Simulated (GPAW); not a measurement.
**Screening of a field by Zr2N(OH)2 MXene monolayer**

Aim: the dipole that a field along the normal induces in Zr2N(OH)2 MXene monolayer.

Calculated with GPAW 26.7.0; GPAW, PAW setups; layer in a repeated cell with vacuum, relaxation of atoms and in-plane cell, in the first sound run; inputs show where later runs differ.

Report form: the programs' logs are mostly left out.

**1. The structure**

The cell holds 7 atoms: 2 H, 2 O, 2 Zr and 1 N. Cell: a = 3.217 Å, b = 3.217 Å, c = 20.985 Å, α = 90.0°, β = 90.0°, γ = 120.0°. Vacuum lies along c.

**2. Relaxing the atoms**

Forces are removed first; all later runs use this geometry.

run.py

```python
import json
import numpy as np
from ase import Atoms
from ase.filters import FrechetCellFilter
from ase.optimize import BFGS
from gpaw import GPAW, PW

slab = Atoms(
    ['H', 'O', 'Zr', 'N', 'Zr', 'O', 'H'],
    positions=[
        [-0.00000, 1.85762, 7.00000],
        [-0.00000, 1.85762, 7.98000],
        [1.60875, 0.92881, 9.22276],
        [0.00000, 0.00000, 10.49230],
        [-0.00000, 1.85762, 11.76184],
        [1.60875, 0.92881, 13.00460],
        [1.60875, 0.92881, 13.98460]],
    cell=[[3.2175, 0.0, 0.0], [-1.60875, 2.78644, 0.0], [0.0, 0.0, 20.9846]],
    pbc=[True, True, True])

slab.calc = GPAW(mode=PW(600), xc='PBE', kpts={'size': (12, 12, 1), 'gamma': True},
                 occupations={'name': 'fermi-dirac', 'width': 0.05}, nbands='160%',
                 convergence={'density': 1e-05}, maxiter=200,
                 symmetry={'tolerance': 1e-3}, txt='slab.txt')
result = {}
# The in-plane cell is free; stress needs a cell that repeats along all three vectors
path = []
opt = BFGS(FrechetCellFilter(slab, mask=[1, 1, 0, 0, 0, 1]), maxstep=0.2)
opt.attach(lambda: path.append((slab.get_potential_energy(), slab.positions.tolist(), slab.get_forces().tolist())))
result['relaxed'] = bool(opt.run(fmax=0.02, steps=45))
result['path'] = path
result['cell'] = slab.cell.tolist()
print('in-plane lattice', slab.cell.cellpar().round(4)[[0, 1, 5]])
energy = slab.get_potential_energy()
fermi = slab.calc.get_fermi_level()
v = slab.calc.get_electrostatic_potential().mean((0, 1)) - fermi
n = slab.calc.get_pseudo_density().mean((0, 1))
L = slab.cell[2, 2]
z = np.arange(len(v)) * L / len(v)
low, high = slab.positions[:, 2].min(), slab.positions[:, 2].max()
below, above = np.interp([low - 4.8, high + 4.8], z, v)
slopes = [np.interp(x, z, np.gradient(v, z)) for x in (low - 4.8, high + 4.8)]
eps = np.array([[slab.calc.get_eigenvalues(k, s) for k in range(len(slab.calc.get_ibz_k_points()))]
                for s in range(slab.calc.get_number_of_spins())]) - fermi
top, bottom = eps[eps < 0].max(), eps[eps > 0].min()
dipole = slab.get_dipole_moment()[2]
print(f'energy {energy:.4f} eV, Fermi level {fermi:.4f} eV, dipole {dipole:.5f} e A')
print(f'potential 4.8 A off the faces, from the Fermi level: lower {below:.4f} eV, upper {above:.4f} eV')
print(f'slope of the potential there: lower {slopes[0]:.5f}, upper {slopes[1]:.5f} eV/A')
print(f'nearest levels on the mesh: {top:.4f} and {bottom:.4f} eV')
print('magnetic moment', round(slab.get_magnetic_moment(), 3))
result.update(energy=energy, fermi=fermi, dipole=dipole, below=below, above=above, slopes=slopes, edges=[top, bottom],
              z=z.tolist(), v=v.tolist(), n=n.tolist(), positions=slab.positions.tolist(),
              forces=slab.get_forces(apply_constraint=False).tolist(), moments=slab.get_magnetic_moments().tolist())
json.dump(result, open('result.json', 'w'))
```

The run is started by

```
OMP_NUM_THREADS=1 OPENBLAS_NUM_THREADS=1 python run.py
```

It took 9.2 min on 1 thread of Intel Xeon 6975P-C (Granite Rapids), shared host; peak memory 0.46 GiB.

This step gave:

| Property | Result |
| --- | --- |
| dipole along the normal | 5.84e-6 e·Å |
| levels nearest the Fermi level on the mesh | -0.07531, 0.01874 eV from the Fermi level |

The electrostatic potential energy of an electron (without an applied field's), less the Fermi level, planar mean oscillates, so the rows of the table below give means over windows of 1.75 Å about each position, cut where the curve ends. Its maxima inside the range that stand out by 2 % of the span (Å: eV): 7.3: -0.594, 8.3: -6.48, 10.1: -8.92, 10.9: -8.92, 12.7: -6.48, 13.7: -0.594. Its minima: 6.9: -1.46, 8.0: -10.4, 9.3: -24.1, 10.5: -13.9, 11.7: -24.1, 13.0: -10.4, 14.1: -1.46.

The electrostatic potential energy of an electron (without an applied field's), less the Fermi level, planar mean by z; means over each step:

```tsv
z (Å)	electrostatic potential energy of an electron (without an applied field's), less the Fermi level, planar mean (eV)
0.88	2.38
2.62	2.36
4.38	2.19
6.12	0.664
7.88	-6.11
9.62	-16.1
11.38	-16.1
13.12	-6.01
14.88	0.692
16.62	2.19
18.38	2.36
20.12	2.38
```

The pseudo valence density, planar mean oscillates, so the rows of the table below give means over windows of 1.31 Å about each position, cut where the curve ends. Its maxima inside the range that stand out by 2 % of the span (Å: e/Å³): 7.9: 0.849, 9.3: 1.22, 10.5: 0.717, 11.7: 1.22, 13.1: 0.849. Its minima: 8.6: 0.444, 10.0: 0.582, 11.0: 0.582, 12.4: 0.444.

Pseudo valence density, planar mean against z; means over each step:

```tsv
z (Å)	pseudo valence density, planar mean (e/Å³)
1.97	6.9e-5
3.28	4.2e-4
4.58	0.00192
5.90	0.0144
7.21	0.323
8.52	0.695
9.82	0.801
11.13	0.793
12.45	0.702
13.76	0.337
15.06	0.0153
16.38	0.00198
17.69	4.3e-4
19.00	7.2e-5
```

The relaxation lowered the energy of the cell by 0.183 eV (energies extrapolated to zero smearing; the optimiser's log prints free energies). The largest force left on a free atom is 0.0036 eV/Å.

**3. Plane waves, PBE**

The work function is the vacuum plateau of the electrostatic potential less the Fermi level; a dipole layer lets the two faces have plateaus of their own.

This step: GPAW, PAW setups; slab in vacuum (GPAW 26.7.0).

The cell differs from the one that the last finished run ended in (c 20.985 → 21.158 Å).

run.py

```python
import json
import numpy as np
from ase import Atoms
from gpaw import GPAW, PW

slab = Atoms(
    ['H', 'O', 'Zr', 'N', 'Zr', 'O', 'H'],
    positions=[
        [0.00000, 1.85140, 7.00000],
        [0.00000, 1.85140, 7.97924],
        [1.60336, 0.92570, 9.34451],
        [0.00000, -0.00000, 10.57893],
        [0.00000, 1.85140, 11.81334],
        [1.60336, 0.92570, 13.17861],
        [1.60336, 0.92570, 14.15786]],
    cell=[[3.20672, 0.0, 0.0], [-1.60336, 2.7771, 0.0], [0.0, 0.0, 21.1579]],
    pbc=[True, True, False])

slab.calc = GPAW(mode=PW(500), xc='PBE', kpts={'size': (12, 12, 1), 'gamma': True},
                 occupations={'name': 'fermi-dirac', 'width': 0.05}, nbands='160%',
                 convergence={'density': 1e-05}, maxiter=200,
                 poissonsolver={'dipolelayer': 'xy'},
                 symmetry={'tolerance': 1e-3}, txt='slab.txt')
result = {}
energy = slab.get_potential_energy()
fermi = slab.calc.get_fermi_level()
v = slab.calc.get_electrostatic_potential().mean((0, 1)) - fermi
n = slab.calc.get_pseudo_density().mean((0, 1))
L = slab.cell[2, 2]
z = np.arange(len(v)) * L / len(v)
low, high = slab.positions[:, 2].min(), slab.positions[:, 2].max()
below, above = np.interp([low - 4.8, high + 4.8], z, v)
slopes = [np.interp(x, z, np.gradient(v, z)) for x in (low - 4.8, high + 4.8)]
eps = np.array([[slab.calc.get_eigenvalues(k, s) for k in range(len(slab.calc.get_ibz_k_points()))]
                for s in range(slab.calc.get_number_of_spins())]) - fermi
top, bottom = eps[eps < 0].max(), eps[eps > 0].min()
dipole = slab.get_dipole_moment()[2]
print(f'energy {energy:.4f} eV, Fermi level {fermi:.4f} eV, dipole {dipole:.5f} e A')
print(f'potential 4.8 A off the faces, from the Fermi level: lower {below:.4f} eV, upper {above:.4f} eV')
print(f'slope of the potential there: lower {slopes[0]:.5f}, upper {slopes[1]:.5f} eV/A')
print(f'nearest levels on the mesh: {top:.4f} and {bottom:.4f} eV')
print('magnetic moment', round(slab.get_magnetic_moment(), 3))
result.update(energy=energy, fermi=fermi, dipole=dipole, below=below, above=above, slopes=slopes, edges=[top, bottom],
              z=z.tolist(), v=v.tolist(), n=n.tolist(), positions=slab.positions.tolist(),
              forces=slab.get_forces(apply_constraint=False).tolist(), moments=slab.get_magnetic_moments().tolist())
json.dump(result, open('result.json', 'w'))
```

The job ended after 56 s (1 thread; peak memory 0.27 GiB).

Numbers from this step:

```
dipole along the normal                    : -7.71e-4 e·Å
levels nearest the Fermi level on the mesh : -0.07625, 0.02004 eV from the Fermi level
upper work function                        : 2.390 eV
lower work function                        : 2.374 eV
```

The electrostatic potential energy of an electron (without an applied field's), less the Fermi level, planar mean by z:

z (Å), electrostatic potential energy of an electron (without an applied field's), less the Fermi level, planar mean (eV) and a bar from the least value:
```
      0.0        2.4 ##############################
      0.5        2.4 ##############################
      1.0        2.4 ##############################
      1.5        2.4 ##############################
      2.0        2.4 ##############################
      2.5        2.4 ##############################
      3.0        2.4 ##############################
      3.5        2.3 ##############################
      4.0        2.3 ##############################
      4.5        2.2 ##############################
      5.0        2.1 ##############################
      5.5        1.8 #############################
      6.0        1.3 #############################
      6.5        0.4 ############################
      7.0       -1.4 #########################
      7.5       -1.6 #########################
      8.0      -10.4 ###############
      8.5       -6.8 ###################
      9.0      -18.0 #####
      9.5      -22.4 
     10.0      -10.2 ###############
     10.5      -13.3 ###########
     11.0       -9.0 ################
     11.5      -18.7 #####
     12.0      -22.1 
     12.5       -9.0 ################
     13.0       -9.0 ################
     13.5       -4.0 ######################
     14.0       -0.9 ##########################
     14.5       -0.1 ###########################
     15.0        1.1 ############################
     15.5        1.7 #############################
     16.0        2.0 ##############################
     16.5        2.2 ##############################
     17.0        2.3 ##############################
     17.5        2.3 ##############################
     18.0        2.4 ##############################
     18.5        2.4 ##############################
     19.0        2.4 ##############################
     19.5        2.4 ##############################
     20.0        2.4 ##############################
     20.5        2.4 ##############################
     21.0        2.4 ##############################
```

Pseudo valence density, planar mean against z:

z (Å), pseudo valence density, planar mean (e/Å³) and a bar:
```
     0.00       0.00 
     0.57       0.00 
     1.13       0.00 
     1.70       0.00 
     2.27       0.00 
     2.83       0.00 
     3.40       0.00 
     3.97       0.00 
     4.53       0.00 
     5.10       0.00 
     5.67       0.01 
     6.23       0.02 
     6.80       0.08 ##
     7.37       0.27 #######
     7.93       0.84 #####################
     8.50       0.47 ############
     9.07       0.90 #######################
     9.63       0.92 #######################
    10.20       0.63 ################
    10.77       0.69 ##################
    11.33       0.67 #################
    11.90       1.18 ##############################
    12.47       0.45 ############
    13.03       0.81 #####################
    13.60       0.43 ###########
    14.17       0.14 ####
    14.73       0.03 #
    15.30       0.01 
    15.87       0.00 
    16.44       0.00 
    17.00       0.00 
    17.57       0.00 
    18.14       0.00 
    18.70       0.00 
    19.27       0.00 
    19.84       0.00 
    20.40       0.00 
    20.97       0.00
```

Force by atom:

```tsv
atom	x (eV/Å)	y (eV/Å)	z (eV/Å)	size
H1	0.0000	0.0000	-0.0964	0.0964
O2	0.0000	0.0000	0.0577	0.0577
Zr3	0.0000	0.0000	-0.0133	0.0133
N4	0.0000	0.0000	0.0000	0.0000
Zr5	0.0000	0.0000	0.0133	0.0133
O6	0.0000	0.0000	-0.0577	0.0577
H7	0.0000	0.0000	0.0964	0.0964
```

The potential is flat to 0.010 eV/Å where it is read, so the vacuum is wide enough.

**4. In a field**

A uniform field along the normal polarises the slab; the atoms stay fixed, so this is the electronic response alone.

run.py: that of step 3 with these lines changed.

```diff
@@ -4,2 +4,3 @@
 from gpaw import GPAW, PW
+from gpaw.external import ConstantElectricField
 
@@ -22,2 +23,3 @@
                  poissonsolver={'dipolelayer': 'xy'},
+                 external=ConstantElectricField(-0.2, [0, 0, 1]),
                  symmetry={'tolerance': 1e-3}, txt='slab.txt')
```

Elapsed: 3.6 min, on 1 thread; peak memory 0.59 GiB.

Numbers from this step:

* dipole along the normal: -0.1275 e·Å
* levels nearest the Fermi level on the mesh: -0.07709, 0.02740 eV from the Fermi level
* potential below the slab, the applied field's own ramp left out: 1.121 eV from the Fermi level
* potential above the slab, the applied field's own ramp left out: 3.704 eV from the Fermi level

The electrostatic potential energy of an electron (without an applied field's), less the Fermi level, planar mean by z:

z (Å), electrostatic potential energy of an electron (without an applied field's), less the Fermi level, planar mean (eV) and a bar from the least value:
```
      0.0        2.4 #############################
      0.5        1.1 ###########################
      1.0        1.1 ###########################
      1.5        1.1 ###########################
      2.0        1.1 ###########################
      2.5        1.1 ###########################
      3.0        1.1 ###########################
      3.5        1.1 ###########################
      4.0        1.1 ###########################
      4.5        1.0 ###########################
      5.0        0.9 ###########################
      5.5        0.7 ###########################
      6.0        0.3 ##########################
      6.5       -0.5 #########################
      7.0       -2.2 #######################
      7.5       -2.2 #######################
      8.0      -10.9 #############
      8.5       -7.3 ##################
      9.0      -18.3 #####
      9.5      -22.7 
     10.0      -10.4 ##############
     10.5      -13.3 ###########
     11.0       -8.9 ################
     11.5      -18.5 #####
     12.0      -21.8 #
     12.5       -8.6 ################
     13.0       -8.5 ################
     13.5       -3.4 ######################
     14.0       -0.2 ##########################
     14.5        0.7 ###########################
     15.0        2.1 ############################
     15.5        2.8 #############################
     16.0        3.2 #############################
     16.5        3.4 ##############################
     17.0        3.5 ##############################
     17.5        3.6 ##############################
     18.0        3.7 ##############################
     18.5        3.7 ##############################
     19.0        3.7 ##############################
     19.5        3.7 ##############################
     20.0        3.7 ##############################
     20.5        3.7 ##############################
     21.0        3.0 #############################
```

Force by atom:

```tsv
atom	x (eV/Å)	y (eV/Å)	z (eV/Å)	size
H1	0.000	0.000	-0.080	0.080
O2	0.000	0.000	0.010	0.010
Zr3	0.000	0.000	0.013	0.013
N4	0.000	0.000	0.013	0.013
Zr5	0.000	0.000	0.033	0.033
O6	0.000	0.000	-0.095	0.095
H7	0.000	0.000	0.108	0.108
```

The dipole is now -0.128 e Å, against -7.7e-4 in the run without a field.

**5. In a field**

run.py: that of step 4 with these lines changed.

```diff
@@ -23,3 +23,3 @@
                  poissonsolver={'dipolelayer': 'xy'},
-                 external=ConstantElectricField(-0.2, [0, 0, 1]),
+                 external=ConstantElectricField(-0.1, [0, 0, 1]),
                  symmetry={'tolerance': 1e-3}, txt='slab.txt')
```

Wall time 3.3 min (1 thread); peak memory 0.58 GiB.

Numbers from this step:

- dipole along the normal: -0.06368 e·Å
- levels nearest the Fermi level on the mesh: -0.07642, 0.02165 eV from the Fermi level
- potential below the slab, the applied field's own ramp left out: 1.744 eV from the Fermi level
- potential above the slab, the applied field's own ramp left out: 3.034 eV from the Fermi level

The electrostatic potential energy of an electron (without an applied field's), less the Fermi level, planar mean by z:

```tsv
z (Å)	electrostatic potential energy of an electron (without an applied field's), less the Fermi level, planar mean (eV)
0.0	2.40
0.5	1.75
1.0	1.75
1.5	1.75
2.0	1.75
2.5	1.74
3.0	1.73
3.5	1.72
4.0	1.68
4.5	1.62
5.0	1.49
5.5	1.26
6.0	0.834
6.5	-0.0445
7.0	-1.82
7.5	-1.89
8.0	-10.7
8.5	-7.04
9.0	-18.2
9.5	-22.5
10.0	-10.3
10.5	-13.3
11.0	-8.99
11.5	-18.6
12.0	-21.9
12.5	-8.83
13.0	-8.75
13.5	-3.71
14.0	-0.583
14.5	0.293
15.0	1.60
15.5	2.22
16.0	2.58
16.5	2.79
17.0	2.91
17.5	2.97
18.0	3.01
18.5	3.03
19.0	3.03
19.5	3.04
20.0	3.04
20.5	3.04
21.0	2.69
```

Force by atom:

```tsv
atom	x (eV/Å)	y (eV/Å)	z (eV/Å)	size
H1	0.000	0.000	-0.089	0.089
O2	0.000	0.000	0.035	0.035
Zr3	0.000	0.000	-0.001	0.001
N4	0.000	0.000	0.006	0.006
Zr5	0.000	0.000	0.024	0.024
O6	0.000	0.000	-0.078	0.078
H7	0.000	0.000	0.102	0.102
```

The dipole is now -0.0637 e Å, against -7.7e-4 in the run without a field.

[end of part 1 of 2]

[Logs are printed without paths, hosts, clocks, repeated set-up lines and the standing remarks that a program may print on its own settings, such as how far it seeks lower states.]

[Hosts, paths, dates, database ids (printed as entryN), source tags and the programs' standing remarks are cut or masked in the printed files.]
